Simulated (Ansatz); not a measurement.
Geometry optimisation in Ansatz: input, command and trajectory.

```yaml
crystal:
  lattice:
    - [3.7348241905, 0.0, 0.0]
    - [0.0, 3.7348241905, 0.0]
    - [0.0, 0.0, 3.7348241905]
  atoms:
    - { symbol: Ti, position: [0.0, 0.0, 0.0] }
    - { symbol: Al, position: [0.5, 0.5, 0.0] }
    - { symbol: Al, position: [0.5, 0.0, 0.5] }
    - { symbol: Al, position: [0.0, 0.5, 0.5] }
basis:
  ecutwfc: 420
kpoints:
  mp_grid: { grid: [12, 12, 12] }
hamiltonian:
  xc: pbesol
scf:
  occupations: { method: gaussian, width: 0.1 }
output:
  forces: true
  stress: true
  eigenvalues: true
  write_density: true
  write_potential: true
  elf: true
  volumetric_format: npy
relax:
  adjacent_minimum: "off"
  f_tol: 0.008
  max_steps: 50
  cell: { stress_tol: 0.08, p_target: 25.0 }
```

```bash
ansatz run input.yaml --threads 1 --pin off --max-ram 2560MiB --backend cpu --events-out ev --progress --plain --runs-dir out
```

Theory: DFT PBEsol, scalar-relativistic, plane waves, PAW in Ansatz.

Of 4 frames 3 are shown, positions in Å and forces in eV/Å; the SCF threshold varies from step to step. Steps run on the plane waves of an earlier cell, with a Pulay correction in the pressure. The basis is chosen afresh for the last frame, the zero of the energies, and at times for earlier ones too; energy and pressure step there, also at an unchanged geometry. The relaxation lowers the enthalpy F + PV at the target pressure, so the free energy itself can rise.

```xyz
4
Lattice="3.7348 0.0000 0.0000 0.0000 3.7348 0.0000 0.0000 0.0000 3.7348" Properties=species:S:1:pos:R:3:forces:R:3 pbc="T T T" step=1 free_energy_over_end_meV_per_atom=10.28 pressure_GPa=26.02
Ti    0.0000    0.0000    0.0000    0.0000    0.0000    0.0000
Al    1.8674    1.8674    0.0000    0.0000    0.0000    0.0000
Al    1.8674    0.0000    1.8674    0.0000    0.0000    0.0000
Al    0.0000    1.8674    1.8674    0.0000    0.0000    0.0000
4
Lattice="3.7417 0.0000 0.0000 0.0000 3.7417 0.0000 0.0000 0.0000 3.7417" Properties=species:S:1:pos:R:3:forces:R:3 pbc="T T T" step=2 free_energy_over_end_meV_per_atom=-1.12 pressure_GPa=24.88
Ti    0.0000    0.0000    0.0000    0.0000    0.0000    0.0000
Al    1.8708    1.8708    0.0000    0.0000    0.0000    0.0000
Al    1.8708    0.0000    1.8708    0.0000    0.0000    0.0000
Al    0.0000    1.8708    1.8708    0.0000    0.0000    0.0000
4
Lattice="3.7410 0.0000 0.0000 0.0000 3.7410 0.0000 0.0000 0.0000 3.7410" Properties=species:S:1:pos:R:3:forces:R:3 pbc="T T T" step=4 free_energy_over_end_meV_per_atom=0.00 pressure_GPa=25.00
Ti    0.0000    0.0000    0.0000    0.0000    0.0000    0.0000
Al    1.8705    1.8705    0.0000    0.0000    0.0000    0.0000
Al    1.8705    0.0000    1.8705    0.0000    0.0000    0.0000
Al    0.0000    1.8705    1.8705    0.0000    0.0000    0.0000
```

Time: 19 s on 1 thread of Arm Neoverse V2, with other jobs on the host, peak memory 0.36 GiB.